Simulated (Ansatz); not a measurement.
# TePt: equilibrium volume by level of theory

Symmetry: Pm-3m, No. 221, cubic system. Conventional cell: a = 3.559 Å, b = 3.559 Å, c = 3.559 Å, α = 90.00°, β = 90.00°, γ = 90.00°. Pt (site symmetry m-3m) is surrounded by 8 Te at 3.08 Å. Te (site symmetry m-3m) has 8 Pt at 3.08 Å as nearest neighbours.

Measurements of this composition are mostly on another form, of space group No. 166.

```tsv
rung	level	program and potentials	cutoff (eV)	k mesh	smearing	core time	chip	equilibrium volume (Å³/atom)	notes
meta-GGA	r2SCAN	Ansatz, Ansatz PAW	500	8 × 8 × 8	fermi-dirac 0.05	24 s	Arm Neoverse V2	20.12	potentials made for PBE, which Ansatz adapts in part
meta-GGA + dispersion	r2SCAN+D3(BJ)+ATM	Ansatz, Ansatz PAW	500	8 × 8 × 8	fermi-dirac 0.05	26 s	Arm Neoverse V2	19.89	potentials made for PBE, which Ansatz adapts in part
meta-GGA + dispersion	r2SCAN+D3(BJ)	Ansatz, Ansatz PAW	500	8 × 8 × 8	fermi-dirac 0.05	27 s	Arm Neoverse V2	19.74	potentials made for PBE, which Ansatz adapts in part
hybrid	HSE06	Ansatz, Ansatz PAW	420	4 × 4 × 4	fermi-dirac 0.05	38 s	AMD EPYC 7R13 Zen 3	19.84	coarse mesh; potentials made for PBE, which Ansatz adapts in part
hybrid	HSEsol	Ansatz, Ansatz PAW	420	4 × 4 × 4	fermi-dirac 0.05	42 s	AMD EPYC 7R13 Zen 3	19.37	coarse mesh; potentials made for PBE, which Ansatz adapts in part
hybrid	PBEsol0	Ansatz, Ansatz PAW	420	4 × 4 × 4	fermi-dirac 0.05	43 s	AMD EPYC 7R13 Zen 3	19.33	coarse mesh; potentials made for PBE, which Ansatz adapts in part
hybrid	PBE0	Ansatz, Ansatz PAW	420	4 × 4 × 4	fermi-dirac 0.05	53 s	AMD EPYC 7R13 Zen 3	19.85	coarse mesh; potentials made for PBE, which Ansatz adapts in part
Hartree-Fock	HF	Ansatz, Ansatz PAW	420	4 × 4 × 4	fermi-dirac 0.05	66 s	AMD EPYC 7R13 Zen 3	21.31	coarse mesh; potentials made for PBE, which Ansatz adapts in part
```

Times are single runs on shared hosts and different chips, so they are rough; meshes, cutoffs and the tasks' sizes weigh on the time. Task: relaxation of cell and atoms. All rows: no spin polarisation. Smearing widths are in eV. For a metal such meshes aren't converged. Meshes differ between rows, which moves values too. Meshes are those of the run's cell of 2 atoms unless a note names another. Relaxations start from the cell shown or near it and stop with a little pressure left. Runs on faulty files, with rough fits or with known faults for this quantity aren't shown. No row holds spin-orbit coupling.

By rung: meta-GGA 20.12; meta-GGA + dispersion 19.74 to 19.89; hybrid on coarse meshes 19.33 to 19.85; Hartree-Fock on coarse meshes 21.31 (Å³/atom).
